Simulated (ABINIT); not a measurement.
Here is an ABINIT 10.8.3 (patched build) calculation.

Contents of run.abi:

```
pp_dirpath "./"
pseudos "As.GGA_PBE-JTH.xml"

acell 3*1.0 Angstrom
rprim
     4.5664000000     0.0000000000     0.0000000000
    -2.2832000000     3.9546200000     0.0000000000
     0.0000000000     0.0000000000     2.8337400000
ntypat 1
znucl 33
natom 2
typat 1 1
xred
     0.3333300000     0.6666700000     0.0000000000
     0.6666700000     0.3333300000     0.0000000000
chkprim 0
chksymtnons 0
tolsym 1.0e-6

ecut 15.0
pawecutdg 30.0
pawxcdev 0

kptopt 1
ngkpt 7 7 9
nshiftk 1
shiftk 0.0 0.0 0.0

ixc 11
vdw_xc 7

nband 19
occopt 3
tsmear 0.00183747

nstep 100
tolvrs 1.0e-9

iomode 3
prtwf 0
prtden 0
prteig 0
prtebands 0

ionmov 2
ntime 60
tolmxf 0.0001
optcell 2
dilatmx 1.08
ecutsm 0.5
```

Potentials or basis: JTH PAW PBE v2.0.

The run is started by

```console
$ abinit run.abi > log 2>&1
```

Problem. Estimate the band gap on the k mesh.

Solution. None (metal or under the smearing width).

Problem. Predict the relaxed volume.

Solution. 24.51 Å³/atom.

Problem. Estimate the relaxed cell.

Solution. a = 4.485 Å, b = 4.485 Å, c = 2.814 Å, α = 90.00°, β = 90.00°, γ = 120.00°.

Final structure:
```
CELL_PARAMETERS angstrom
4.48486 0.00007 0.00000
-2.24237 3.88404 0.00000
0.00000 0.00000 2.81436
ATOMIC_POSITIONS crystal
As 0.33333 0.66667 0.00000
As 0.66667 0.33333 0.00000
```

Caveat: pairwise dispersion overbinds metals, which lowers pressure and volume.
